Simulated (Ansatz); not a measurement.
Electrostatic potentials at the N nuclei in Si₃N₄

Cell: an entry of the Crystallography Open Database (COD; perhaps a calculated or model structure), ions relaxed with PBE at fixed cell.

Space group P6_3/m (No. 176); a = 7.6020, c = 2.9060 Å, γ = 120.00°.

```
site  Wyckoff  site symmetry       x       y       z
  Si       6h            m..  0.7675  0.1737  0.7500
  N7       6h            m..  0.0296  0.3297  0.7500
 N13       2c           -6..  0.6667  0.3333  0.7498
```

One atom of each set is listed.

All values are calculated (Ansatz; DFT, HSE06, plane waves and PAW (field gradients read without the response of the frozen cores, which leaves them typically 4 to 6 % off), scalar-relativistic, 420 eV cutoff, Γ-centred 3×3×5 k-points, Fermi–Dirac smearing 0.02 eV), not measured.

The potential at a nucleus is that of all electrons and the other nuclei. A higher potential binds the core electrons more strongly, so differences between sites of one element are the initial-state part of core-level shifts.

Problem. Rank the N sites by the potential at the nucleus, lowest first, and give each against the lowest.
A. N13: 3 Si at 1.73 Å
B. N7: 3 Si at 1.74 Å

Solution. A (0.00 V), B (0.42 V).
